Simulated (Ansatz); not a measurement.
# Ge: one candidate of a structure search, part 1 of 2

Where does this trial cell of Ge go when cell and atoms are let free?

Program: Ansatz 0.2.0. Level of theory: DFT PBE, scalar-relativistic, plane waves, PAW. These are calculated values, not measurements.

### 1 The system as given

It takes space group Cmmm (No. 65, orthorhombic). Conventional cell: a = 5.405 Å, b = 6.424 Å, c = 2.068 Å, α = 90.00°, β = 90.00°, γ = 90.00°. Ge (site symmetry mmm) is surrounded by 2 Ge at 2.07 Å.

Structure file:

```cif
data_structure
_symmetry_space_group_name_H-M 'Cmmm'
_symmetry_Int_Tables_number 65
_cell_length_a 5.4045
_cell_length_b 6.4237
_cell_length_c 2.0682
_cell_angle_alpha 90.000
_cell_angle_beta 90.000
_cell_angle_gamma 90.000
_cell_volume 71.80
loop_
_atom_site_label
_atom_site_type_symbol
_atom_site_symmetry_multiplicity
_atom_site_Wyckoff_symbol
_atom_site_fract_x
_atom_site_fract_y
_atom_site_fract_z
_atom_site_occupancy
Ge1 Ge 2 b 0.50000 0.00000 0.00000 1
```

Recipe of the guess: random cell by space group and Wyckoff sites (Cmmm, No. 65). Its size is a rough estimate.

### 2 The guess as it stands, on a coarse mesh

File input.yaml:

```yaml
crystal:
  lattice:
    - [2.70227309, -3.21185875, 0.0]
    - [2.70227309, 3.21185875, 0.0]
    - [0.0, 0.0, 2.06819085]
  atoms:
    - { symbol: Ge, position: [0.5, 0.5, 0.0] }
basis:
  ecutwfc: 420
kpoints:
  mp_grid: { grid: [4, 4, 8] }
hamiltonian:
  xc: pbe
scf:
  occupations: { method: gaussian, width: 0.1 }
  lower_state_search: "off"
output:
  forces: true
  stress: true
  eigenvalues: true
```

Launch:

```sh
$ ansatz run input.yaml --threads 1 --pin off --max-ram 2048MiB --backend cpu --events-out ev --progress --plain --runs-dir out
```

The log of the run (excerpt; [...] marks lines left out):

```text
Warning: RAYON_NUM_THREADS=1 ignored (pool sized by the plan → 1); use --threads N
[...]
Pseudopotentials: kind: paw
Pseudopotential: Ge, paw, valence charge 14, recommended cutoff 420 eV (normal), Ge.paw.azcp
Functional definition: PBE
[...]
Crystal: 1 atoms, lattice volume = 35.901 Å³
Basis set: ecut = 420 eV, 697 PW (Γ), exchange–correlation on 60×60×30 points (8 copies of the dense FFT grid, shifted against one another)
Bands: 11, of which v1, the nominal top of the filled ones, is band 7 counted from 1 (6 counted from 0)
Symmetry: 8 space group operations
Space group: Cmmm (ITA 65), of the structure as read, at distance tolerance 3.3e-5 Å
k-points: 35 of 128
[...]
SCF iter   1: F=—  HF=-4293.072047 eV  |F-HF|=—  |Δ(HF+E_count)|=         —  Δρ=5.86e-3  dr2=9.79e-3  ethr=1.77e-3  ⟨swp⟩=5.7  Hψ=2383  notcnv=0
[...]
SCF iter   6: F=-4293.071023 eV  HF=-4293.071023 eV  |F-HF|=8.27e-8  |Δ(HF+E_count)|=   1.59e-5  Δρ=1.25e-5  dr2=4.74e-8  ethr=7.14e-10  ⟨swp⟩=4.8  Hψ=2211  notcnv=0
[...]
SCF converged after 6 iterations
Free energy (F): -4293.071023 eV
[...]
E sigma→0 (E₀):  -4293.069740 eV
Entropy (-TS):   -0.002566 eV (-2.566 meV/atom)
Fermi energy:    3.251695 eV
[...]
--- Forces (eV/Å), atoms counted from 1 ---
  atom   1  Ge    -0.00000000    -0.00000000     0.00000000
[...]
--- Stress (GPa, compression-positive) ---
       -0.156143      -0.000000       0.000000
       -0.000000      -0.031127       0.000000
        0.000000       0.000000      41.819954
  P = ⅓ Tr σ = 13.8776 GPa (138.776 kbar)
--- Band table (eV; the first three rows and the last of 35) ---
  k-point 0: bands = ["-22.3455", "-21.3020", "-21.2992", "-21.0442", "-21.0373", "-8.1953", "2.1441", "2.4093", "6.6369", "8.8040", "13.5080"]
[...]
```

Wall time 1.1 s (1 thread of Arm Neoverse V1, shared host); peak memory 0.27 GiB.

Read-out: pressure 13.9 GPa, largest force 0.00 eV/Å, gap on this mesh none (metal). A cheap, loose relaxation comes first.

### 3 Rough relaxation on the coarse mesh

input.yaml, as its differences from that of step 2:

```diff
@@ -20 +20,6 @@
   eigenvalues: true
+relax:
+  adjacent_minimum: "off"
+  f_tol: 0.04
+  max_steps: 70
+  cell: { stress_tol: 0.4 }
```

Launch:

```sh
$ ansatz run input.yaml --threads 1 --pin off --max-ram 2048MiB --backend cpu --events-out ev --progress --plain --runs-dir out
```

The log of the run:

```text
Warning: RAYON_NUM_THREADS=1 ignored (pool sized by the plan → 1); use --threads N
Engine: ansatz 0.2.0, aarch64-unknown-linux-gnu
[... 3 set-up lines as earlier in the session ...]
  parameter kappa = 0.804
  parameter beta = 0.06672455060314922
  exchange = pbe_x(kappa = kappa, mu = beta*pi^2/3)
  correlation = pbe_c(beta = beta)
Crystal: 1 atoms, lattice volume = 35.901 Å³
Basis set: ecut = 420 eV, 697 PW (Γ), exchange–correlation on 60×60×30 points (8 copies of the dense FFT grid, shifted against one another)
Bands: 11, of which v1, the nominal top of the filled ones, is band 7 counted from 1 (6 counted from 0)
[... 2 set-up lines as earlier in the session ...]
k-points: 35 of 128
Non-local potential: Ge, projectors of the file, l = 0: 2, l = 1: 2, l = 2: 3, l = 3: 1
PAW form: soft (Blöchl's): semilocal exchange-correlation on the pseudo side does not see the compensation charge
PAW one-centre angular grid: Ge, 590 points (default); XC on 64 Gauss nodes
Initial density: superposition of atomic densities (neutral atoms: chi_scale 0, normalization atom), corrected by the library's trained network
Initial wavefunctions: pseudopotential atomic-orbital guess
Functional: x = pbe(κ = 0.804, μ = 0.2195149727645171), c = pbe(β = 0.06672455060314922)
SCF iter   1: F=—  HF=-4293.072047 eV  |F-HF|=—  |Δ(HF+E_count)|=         —  Δρ=5.86e-3  dr2=9.79e-3  ethr=1.77e-3  ⟨swp⟩=5.7  Hψ=2383  notcnv=0
preconditioner: auto → LDOS  [insulator: Δε(μ)=0.127 eV  Ē_g=25.800 eV  σ=0.100 eV  W_gap=0.57  n_scr=8 (ndim 8)  ℏωp=23.2 eV  f_vac=0.211  D(μ)=0.48/eV (n_scr^D=4)  ε∞_Penn≈1.8  β→1.0]
SCF iter   2: F=—  HF=-4293.071895 eV  |F-HF|=—  |Δ(HF+E_count)|=   1.52e-4  Δρ=2.56e-3  dr2=1.14e-3  ethr=6.99e-5  ⟨swp⟩=2.0  Hψ=1039  notcnv=0  defer=8
SCF iter   3: F=—  HF=-4293.071436 eV  |F-HF|=—  |Δ(HF+E_count)|=   4.59e-4  Δρ=1.12e-3  dr2=3.68e-4  ethr=8.14e-6  ⟨swp⟩=2.0  Hψ=654  notcnv=0  defer=8
SCF iter   4: F=—  HF=-4293.071077 eV  |F-HF|=—  |Δ(HF+E_count)|=   3.59e-4  Δρ=5.14e-4  dr2=7.75e-5  ethr=2.63e-6  ⟨swp⟩=2.0  Hψ=607  notcnv=0  defer=8
SCF iter   5: F=—  HF=-4293.071007 eV  |F-HF|=—  |Δ(HF+E_count)|=   6.95e-5  Δρ=1.19e-4  dr2=4.64e-6  ethr=5.54e-7  ⟨swp⟩=2.0  Hψ=626  notcnv=0  defer=8
SCF iter   6: F=-4293.071023 eV  HF=-4293.071023 eV  |F-HF|=8.27e-8  |Δ(HF+E_count)|=   1.59e-5  Δρ=1.25e-5  dr2=4.74e-8  ethr=7.14e-10  ⟨swp⟩=4.8  Hψ=2211  notcnv=0
SCF 1 converged in 6 iterations: F = -4293.071023 eV  dr2 = 4.74e-8
relax step   1: F+E_penalty+E_count = -4293.07102302 eV  Δ(F+E_penalty+E_count) = +0.000e0 eV  max|allowed force component| = 0.000e0 eV/Å  Δτ_max = 0.0000 Å  P = +13.878 GPa  Ω = 35.901 Å³  (6 SCF iters, dr2 threshold 1.00e-7 eV, accepted)
Crystal: 1 atoms, lattice volume = 37.637 Å³
Basis set: ecut = 420 eV, 717 PW (Γ), exchange–correlation on 60×60×30 points (8 copies of the dense FFT grid, shifted against one another)
Initial density: handed on by an earlier stage of this run
Initial wavefunctions: those handed on with the density
iter 1 solved again at ethr=1.45e-4 eV; its pass at ethr=3.10e-3 eV (dr2=2.03e-2 eV) is discarded
SCF iter   1: F=—  HF=-4293.396976 eV  |F-HF|=—  |Δ(HF+E_count)|=         —  Δρ=5.66e-3  dr2=2.08e-2  ethr=1.45e-4  ⟨swp⟩=1.0  Hψ=2878  notcnv=0
preconditioner: auto → LDOS  [metal: Δε(μ)=0.032 eV  Ē_g=25.236 eV  σ=0.100 eV  W_gap=0.18  n_scr=6 (ndim 8)  ℏωp=22.6 eV  f_vac=0.218  D(μ)=1.92/eV (n_scr^D=10)  β→1.0]
SCF iter   2: F=—  HF=-4293.389381 eV  |F-HF|=—  |Δ(HF+E_count)|=   7.59e-3  Δρ=1.94e-3  dr2=1.44e-3  ethr=1.45e-4  ⟨swp⟩=2.0  Hψ=589  notcnv=0
SCF iter   3: F=—  HF=-4293.389751 eV  |F-HF|=—  |Δ(HF+E_count)|=   3.70e-4  Δρ=6.42e-4  dr2=4.41e-4  ethr=1.03e-5  ⟨swp⟩=2.4  Hψ=562  notcnv=0
SCF iter   4: F=—  HF=-4293.389831 eV  |F-HF|=—  |Δ(HF+E_count)|=   7.95e-5  Δρ=6.94e-4  dr2=1.32e-4  ethr=3.15e-6  ⟨swp⟩=2.0  Hψ=636  notcnv=0
SCF iter   5: F=—  HF=-4293.389757 eV  |F-HF|=—  |Δ(HF+E_count)|=   7.41e-5  Δρ=1.30e-4  dr2=8.54e-6  ethr=9.42e-7  ⟨swp⟩=2.0  Hψ=560  notcnv=0
SCF iter   6: F=—  HF=-4293.389784 eV  |F-HF|=—  |Δ(HF+E_count)|=   2.69e-5  Δρ=2.17e-5  dr2=3.22e-7  ethr=6.10e-8  ⟨swp⟩=2.7  Hψ=619  notcnv=0
SCF iter   7: F=-4293.389784 eV  HF=-4293.389784 eV  |F-HF|=1.49e-8  |Δ(HF+E_count)|=   7.52e-7  Δρ=4.10e-6  dr2=1.06e-8  ethr=7.14e-10  ⟨swp⟩=6.1  Hψ=1880  notcnv=0
SCF 2 converged in 7 iterations: F = -4293.389784 eV  dr2 = 1.06e-8
relax step   2: F+E_penalty+E_count = -4293.38978433 eV  Δ(F+E_penalty+E_count) = -3.188e-1 eV  max|allowed force component| = 0.000e0 eV/Å  Δτ_max = 0.0000 Å  P = +5.759 GPa  Ω = 37.637 Å³  energy of the carried Pulay correction = -1.691e-4 eV  (7 SCF iters, dr2 threshold 1.00e-7 eV, accepted)
Crystal: 1 atoms, lattice volume = 37.361 Å³
Basis set: ecut = 420 eV, 729 PW (Γ), exchange–correlation on 60×60×30 points (8 copies of the dense FFT grid, shifted against one another)
iter 1 solved again at ethr=1.30e-4 eV; its pass at ethr=3.10e-3 eV (dr2=1.82e-2 eV) is discarded
SCF iter   1: F=—  HF=-4293.530198 eV  |F-HF|=—  |Δ(HF+E_count)|=         —  Δρ=4.89e-3  dr2=1.86e-2  ethr=1.30e-4  ⟨swp⟩=1.0  Hψ=2871  notcnv=0
preconditioner: auto → LDOS  [insulator: Δε(μ)=0.177 eV  Ē_g=10.872 eV  σ=0.100 eV  W_gap=0.69  n_scr=6 (ndim 8)  ℏωp=12.2 eV  f_vac=0.178  D(μ)=0.93/eV (n_scr^D=6)  ε∞_Penn≈2.2  β→1.0]
SCF iter   2: F=—  HF=-4293.523768 eV  |F-HF|=—  |Δ(HF+E_count)|=   6.43e-3  Δρ=1.83e-3  dr2=1.43e-3  ethr=1.30e-4  ⟨swp⟩=2.0  Hψ=583  notcnv=0
SCF iter   3: F=—  HF=-4293.524299 eV  |F-HF|=—  |Δ(HF+E_count)|=   5.31e-4  Δρ=5.47e-4  dr2=2.89e-4  ethr=1.02e-5  ⟨swp⟩=1.7  Hψ=427  notcnv=0
SCF iter   4: F=—  HF=-4293.524297 eV  |F-HF|=—  |Δ(HF+E_count)|=   1.57e-6  Δρ=2.35e-4  dr2=1.13e-5  ethr=2.06e-6  ⟨swp⟩=2.1  Hψ=597  notcnv=0
SCF iter   5: F=—  HF=-4293.524278 eV  |F-HF|=—  |Δ(HF+E_count)|=   1.96e-5  Δρ=4.53e-5  dr2=4.91e-7  ethr=8.07e-8  ⟨swp⟩=2.0  Hψ=634  notcnv=0
SCF iter   6: F=-4293.524279 eV  HF=-4293.524279 eV  |F-HF|=8.69e-8  |Δ(HF+E_count)|=   1.01e-6  Δρ=9.65e-6  dr2=3.86e-8  ethr=7.14e-10  ⟨swp⟩=6.6  Hψ=2010  notcnv=0
SCF 3 converged in 6 iterations: F = -4293.524279 eV  dr2 = 3.86e-8
relax step   3: F+E_penalty+E_count = -4293.52427883 eV  Δ(F+E_penalty+E_count) = -1.345e-1 eV  max|allowed force component| = 0.000e0 eV/Å  Δτ_max = 0.0000 Å  P = +0.712 GPa  Ω = 37.361 Å³  energy of the carried Pulay correction = -9.310e-5 eV  (6 SCF iters, dr2 threshold 1.00e-7 eV, accepted)
[... from here on, the SCF cycles and remarks between the steps are left out ...]
relax step   4: F+E_penalty+E_count = -4293.63117655 eV  Δ(F+E_penalty+E_count) = -1.069e-1 eV  max|allowed force component| = 0.000e0 eV/Å  Δτ_max = 0.0000 Å  P = -1.601 GPa  Ω = 35.171 Å³  energy of the carried Pulay correction = +2.216e-4 eV  (6 SCF iters, dr2 threshold 1.00e-7 eV, accepted)
relax step   5: F+E_penalty+E_count = -4293.78479510 eV  Δ(F+E_penalty+E_count) = -1.536e-1 eV  max|allowed force component| = 0.000e0 eV/Å  Δτ_max = 0.0000 Å  P = -1.787 GPa  Ω = 32.687 Å³  energy of the carried Pulay correction = +5.832e-4 eV  (6 SCF iters, dr2 threshold 1.00e-7 eV, accepted)
relax step   6: F+E_penalty+E_count = -4293.92269447 eV  Δ(F+E_penalty+E_count) = -1.379e-1 eV  max|allowed force component| = 0.000e0 eV/Å  Δτ_max = 0.0000 Å  P = -3.218 GPa  Ω = 30.352 Å³  energy of the carried Pulay correction = +9.486e-4 eV  (5 SCF iters, dr2 threshold 1.00e-7 eV, accepted)
relax step   7: F+E_penalty+E_count = -4294.05126896 eV  Δ(F+E_penalty+E_count) = -1.286e-1 eV  max|allowed force component| = 0.000e0 eV/Å  Δτ_max = 0.0000 Å  P = -3.423 GPa  Ω = 27.874 Å³  energy of the carried Pulay correction = +1.349e-3 eV  (5 SCF iters, dr2 threshold 1.00e-7 eV, accepted)
relax step   8: F+E_penalty+E_count = -4294.21301812 eV  Δ(F+E_penalty+E_count) = -1.617e-1 eV  max|allowed force component| = 0.000e0 eV/Å  Δτ_max = 0.0000 Å  P = -4.097 GPa  Ω = 25.656 Å³  energy of the carried Pulay correction = +1.733e-3 eV  (5 SCF iters, dr2 threshold 1.00e-7 eV, accepted)
relax step   9: F+E_penalty+E_count = -4294.36599772 eV  Δ(F+E_penalty+E_count) = -1.530e-1 eV  max|allowed force component| = 0.000e0 eV/Å  Δτ_max = 0.0000 Å  P = -3.913 GPa  Ω = 23.473 Å³  energy of the carried Pulay correction = +2.136e-3 eV  (5 SCF iters, dr2 threshold 1.00e-7 eV, accepted)
relax step  10: F+E_penalty+E_count = -4294.51526582 eV  Δ(F+E_penalty+E_count) = -1.493e-1 eV  max|allowed force component| = 0.000e0 eV/Å  Δτ_max = 0.0000 Å  P = -1.976 GPa  Ω = 20.761 Å³  energy of the carried Pulay correction = +2.671e-3 eV  (6 SCF iters, dr2 threshold 1.00e-7 eV, accepted)
relax step  11: F+E_penalty+E_count = -4294.55495016 eV  Δ(F+E_penalty+E_count) = -3.968e-2 eV  max|allowed force component| = 0.000e0 eV/Å  Δτ_max = 0.0000 Å  P = +4.255 GPa  Ω = 18.679 Å³  energy of the carried Pulay correction = +3.119e-3 eV  (5 SCF iters, dr2 threshold 1.00e-7 eV, accepted)
relax step  12: F+E_penalty+E_count = -4294.56669992 eV  Δ(F+E_penalty+E_count) = -1.175e-2 eV  max|allowed force component| = 0.000e0 eV/Å  Δτ_max = 0.0000 Å  P = -0.081 GPa  Ω = 19.341 Å³  energy of the carried Pulay correction = +3.013e-3 eV  (5 SCF iters, dr2 threshold 1.00e-7 eV, accepted)
relax step  13: F+E_penalty+E_count = -4294.56726678 eV  Δ(F+E_penalty+E_count) = -5.669e-4 eV  max|allowed force component| = 0.000e0 eV/Å  Δτ_max = 0.0000 Å  P = +0.069 GPa  Ω = 19.319 Å³  energy of the carried Pulay correction = +3.014e-3 eV  (4 SCF iters, dr2 threshold 1.00e-7 eV, accepted)
relax step  14: F+E_penalty+E_count = -4294.56747645 eV  Δ(F+E_penalty+E_count) = -2.097e-4 eV  max|allowed force component| = 0.000e0 eV/Å  Δτ_max = 0.0000 Å  P = +0.001 GPa  Ω = 19.374 Å³  energy of the carried Pulay correction = +2.999e-3 eV  (4 SCF iters, dr2 threshold 1.00e-7 eV, accepted)
relax step  15: F+E_penalty+E_count = -4294.61116765 eV  Δ(F+E_penalty+E_count) = -4.369e-2 eV  max|allowed force component| = 0.000e0 eV/Å  Δτ_max = 0.0000 Å  P = +2.560 GPa  Ω = 19.374 Å³  stress off target by 7.70e0 GPa  SCF on the basis re-selected at this cell (its energy is not comparable with the rows above)  (6 SCF iters)
relax step  16: F+E_penalty+E_count = -4294.63746967 eV  Δ(F+E_penalty+E_count) = -2.630e-2 eV  max|allowed force component| = 0.000e0 eV/Å  Δτ_max = 0.0000 Å  P = +0.902 GPa  Ω = 19.837 Å³  energy of the carried Pulay correction = -7.533e-5 eV  (5 SCF iters, dr2 threshold 1.00e-7 eV, accepted)
relax step  17: F+E_penalty+E_count = -4294.64805065 eV  Δ(F+E_penalty+E_count) = -1.058e-2 eV  max|allowed force component| = 0.000e0 eV/Å  Δτ_max = 0.0000 Å  P = +1.048 GPa  Ω = 20.127 Å³  energy of the carried Pulay correction = -1.245e-4 eV  (5 SCF iters, dr2 threshold 1.00e-7 eV, accepted)
relax step  18: F+E_penalty+E_count = -4294.65146047 eV  Δ(F+E_penalty+E_count) = -3.410e-3 eV  max|allowed force component| = 0.000e0 eV/Å  Δτ_max = 0.0000 Å  P = -0.358 GPa  Ω = 20.531 Å³  energy of the carried Pulay correction = -2.019e-4 eV  (4 SCF iters, dr2 threshold 1.00e-7 eV, accepted)
relax step  19: F+E_penalty+E_count = -4294.65170318 eV  Δ(F+E_penalty+E_count) = -2.427e-4 eV  max|allowed force component| = 0.000e0 eV/Å  Δτ_max = 0.0000 Å  P = -0.073 GPa  Ω = 20.406 Å³  energy of the carried Pulay correction = -1.805e-4 eV  (3 SCF iters, dr2 threshold 1.00e-7 eV, accepted)
relax step  20: F+E_penalty+E_count = -4294.65217930 eV  Δ(F+E_penalty+E_count) = -4.761e-4 eV  max|allowed force component| = 0.000e0 eV/Å  Δτ_max = 0.0000 Å  P = -0.023 GPa  Ω = 20.406 Å³  stress off target by 4.10e-1 GPa  SCF on the basis re-selected at this cell (its energy is not comparable with the rows above)  (5 SCF iters)
relax step  21: F+E_penalty+E_count = -4294.65227648 eV  Δ(F+E_penalty+E_count) = -9.719e-5 eV  max|allowed force component| = 0.000e0 eV/Å  Δτ_max = 0.0000 Å  P = +0.036 GPa  Ω = 20.409 Å³  energy of the carried Pulay correction = -1.752e-6 eV  (3 SCF iters, dr2 threshold 1.00e-7 eV, accepted)
iter 1 solved again at ethr=4.39e-8 eV; its pass at ethr=3.10e-3 eV (dr2=6.14e-6 eV) is discarded
SCF iter   1: F=—  HF=-4294.651891 eV  |F-HF|=—  |Δ(HF+E_count)|=         —  Δρ=4.21e-4  dr2=7.50e-7  ethr=4.39e-8  ⟨swp⟩=2.9  Hψ=3057  notcnv=0
preconditioner: auto → none  [metal: Δε(μ)=0.041 eV  Ē_g=26.952 eV  σ=0.100 eV  W_gap=0.22  n_scr=6 (ndim 8)  ℏωp=30.8 eV  f_vac=0.000  D(μ)=0.96/eV (n_scr^D=6)]
SCF iter   2: F=—  HF=-4294.652196 eV  |F-HF|=—  |Δ(HF+E_count)|=   3.05e-4  Δρ=2.10e-4  dr2=1.87e-7  ethr=5.36e-9  ⟨swp⟩=1.6  Hψ=406  notcnv=0
SCF iter   3: F=—  HF=-4294.652278 eV  |F-HF|=—  |Δ(HF+E_count)|=   8.22e-5  Δρ=4.45e-6  dr2=1.31e-9  ethr=1.33e-9  ⟨swp⟩=1.5  Hψ=404  notcnv=0
SCF iter   4: F=-4294.652278 eV  HF=-4294.652278 eV  |F-HF|=1.02e-10  |Δ(HF+E_count)|=   2.72e-8  Δρ=7.21e-7  dr2=3.89e-11  ethr=4.57e-12  ⟨swp⟩=4.0  Hψ=1205  notcnv=0
SCF 22 converged in 4 iterations: F = -4294.652278 eV  dr2 = 3.89e-11
relax step  22: F+E_penalty+E_count = -4294.65227793 eV  Δ(F+E_penalty+E_count) = -1.444e-6 eV  max|allowed force component| = 0.000e0 eV/Å  Δτ_max = 0.0000 Å  P = +0.036 GPa  Ω = 20.409 Å³  stress off target by 6.47e-2 GPa  SCF on the basis re-selected at this cell (its energy is not comparable with the rows above)  (4 SCF iters)
basis re-selected at this cell: Δ(F+E_penalty+E_count) = -1.444e-6 eV, ΔP = +0.000 GPa vs the last step (what re-selecting the basis moved, of the pressure what is left beyond the Pulay correction that the steps carried, after the strain that the cell walked since its last selection, with what the two solves' SCF thresholds leave and, on support functions, any second-order correction that the steps lacked; it is no measure of the basis error at this ecutwfc). This SCF's stress stands 6.47e-2 GPa from its target on what of the cell is left free (relax.cell.stress_tol is 4.00e-1 GPa) and its largest allowed force component is 0.00e0 eV/Å (relax.f_tol is 4.00e-2 eV/Å): within both
SCF converged after 4 iterations
Free energy (F): -4294.652278 eV
Harris-Foulkes:  -4294.652278 eV  (|F-HF|=1.02e-10)
Internal energy: -4294.647468 eV  (E = F + TS)
E sigma→0 (E₀):  -4294.649873 eV
Entropy (-TS):   -0.004810 eV (-4.810 meV/atom)
Fermi energy:    10.208951 eV
--- Per-component energies (eV) ---
  E_band       = -130.047122
  E_kinetic    = 110.354233
  E_local      = -2247.463913  (includes V_loc(G=0)·N_el)
  E_nonlocal   = 416.215576
  E_hartree    = 981.856531
  E_xc         = -75.358132
  E_vxc        = -64.258342  (∫ρ·V_xc dr)
  E_paw        = -2017.515282  (= ΣΔE_a)
  E_vpaw       = -308.608245  (= ΣTr[D̂ρ^β])
  E_aug_tail   = 0.000350  (compensation charges beyond the density's cutoff)
  E_ewald      = -1462.736830
  E_smearing   = -0.004810  (= −TS)
  E_closure    = -0.000000  (closes the sum)
  Σ components = -4294.652278   (vs F -4294.652278, Δ=0.00e0)
--- Forces (eV/Å), atoms counted from 1 ---
  atom   1  Ge     0.00000000     0.00000000     0.00000000
  max |Σ_I F_I| component: 3.08e-33 eV/Å
--- Stress (GPa, compression-positive) ---
        0.059717      -0.000000       0.000000
       -0.000000      -0.016219       0.000000
        0.000000       0.000000       0.064709
  P = ⅓ Tr σ = 0.0361 GPa (0.361 kbar)
--- Band table (eV; the first three rows and the last of 35) ---
  k-point 0: bands = ["-15.0224", "-14.9365", "-14.7487", "-14.7437", "-14.7426", "-2.9091", "14.5138", "16.9415", "16.9586", "18.4784", "20.1835"]
  k-point 1: bands = ["-15.0212", "-14.9194", "-14.7490", "-14.7483", "-14.7479", "-2.6486", "11.8653", "17.1780", "17.1951", "20.4138", "21.3235"]
  k-point 2: bands = ["-15.0184", "-14.8784", "-14.7618", "-14.7607", "-14.7474", "-1.8896", "8.4242", "17.8328", "17.8501", "21.0792", "23.0348"]
  k-point 34: bands = ["-14.9164", "-14.8637", "-14.8632", "-14.6743", "-14.6628", "8.9195", "9.5897", "9.6379", "10.7848", "16.0910", "16.7467"]
--- Relaxed structure (19 steps of the walk, 19 accepted, 3 SCFs on fresh bases) ---
  F+E_penalty+E_count = -4294.65227793 eV   max|allowed force component| = 0.000e0 eV/Å   (the final SCF, on the basis selected at the relaxed cell)
  cell:  # Å, volume = 20.4085 Å³
    - [1.8853728198393378, -1.8909745240434737, -8.777690859462374e-33]
    - [1.8853728198393378, 1.8909745240434737, -2.0302027698375318e-33]
    - [-4.135922974367361e-33, 2.1724325715516097e-33, 2.862188749345028]
  atoms:
    - { symbol: Ge, position: [0.5, 0.5, 6.842277657836021e-49] }
```

Run time: 21 s. Hardware: 1 thread of Arm Neoverse V1, shared host; peak memory 0.28 GiB.

Relaxation path:

```csv
step,E - E(step 1) (eV/cell),largest force component (eV/Å),pressure (GPa),volume (Å³)
1,0.0000,0.0000,13.88,35.90
2,-0.3188,0.0000,5.76,37.64
3,-0.4533,0.0000,0.71,37.36
4,-0.5602,0.0000,-1.60,35.17
5,-0.7138,0.0000,-1.79,32.69
6,-0.8517,0.0000,-3.22,30.35
7,-0.9802,0.0000,-3.42,27.87
8,-1.1420,0.0000,-4.10,25.66
9,-1.2950,0.0000,-3.91,23.47
10,-1.4442,0.0000,-1.98,20.76
11,-1.4839,0.0000,4.25,18.68
12,-1.4957,0.0000,-0.08,19.34
13,-1.4962,0.0000,0.07,19.32
14,-1.4965,0.0000,0.00,19.37
15,-1.5401,0.0000,2.56,19.37
16,-1.5664,0.0000,0.90,19.84
17,-1.5770,0.0000,1.05,20.13
18,-1.5804,0.0000,-0.36,20.53
19,-1.5807,0.0000,-0.07,20.41
20,-1.5812,0.0000,-0.02,20.41
21,-1.5813,0.0000,0.04,20.41
22,-1.5813,0.0000,0.04,20.41
```

Step 1 is the start. Steps 15, 20, 22 each repeat the geometry before them on a plane-wave basis chosen anew, so the energy can jump there without any move.

Lengths and angles in the start's conventional setting:

|  | before | after | change |
| --- | --- | --- | --- |
| a (Å) | 5.405 | 3.771 | -30.2 % |
| b (Å) | 6.424 | 3.782 | -41.1 % |
| c (Å) | 2.068 | 2.862 | +38.4 % |
| volume (Å³/atom) | 35.90 | 20.41 | -43.2 % |
| shortest distance (Å) | 2.068 | 2.670 | +29.1 % |
| space group (0.01 Å) | Cmmm | Cmmm | same |

Forces and stress were held to the start's 8 operations: a distortion of lower symmetry was not tested.

(Continued in part 2 of 2.)
